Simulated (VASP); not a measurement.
**CaF2: single point with PBE0**

Crystal: CaF2.

```
Ca F
1.0
     0.00000    2.71204    2.71204
     2.71204    0.00000    2.71204
     2.71204    2.71204    0.00000
Ca F
1 2
Direct
  0.00000 0.00000 0.00000
  0.25000 0.25000 0.25000
  0.75000 0.75000 0.75000
```

* Program: VASP 6.6.1
* Task: single point
* Functional: PBE0
* Potentials or basis: VASP PAW PBE potentials, release 64 (Ca_sv, F)
* Cutoff: 520 eV
* k mesh: 6 × 6 × 6
* Occupations: gaussian, width 0.02 eV
* Spin: no spin polarisation

```
Pressure               : 2.4 GPa
Band gap on the k mesh : 10.23 eV, indirect (least direct gap 10.51 eV)
```

Levels at points of the mesh, in eV from the valence-band top:
```
           k point  band 10  band 11  band 12  band 13  band 14  band 15
(0.00, 0.00, 0.00)    -0.27    -0.27    -0.27    10.23    12.69    12.69
(0.50, 0.00, 0.00)    -1.32    -0.91    -0.91    12.93    12.93    13.36
(0.50, 0.50, 0.00)    -0.39    -0.39     0.00    11.30    13.12    13.81
```

Run time: 25 min on 1 thread of Intel(R) Xeon(R) Platinum 8488C (Sapphire Rapids), with other jobs on the host, peak memory 0.18 GiB.

Caveat: the PAW data sets were made with another functional, which shifts forces and pressure a little. A k mesh can miss the band edges.
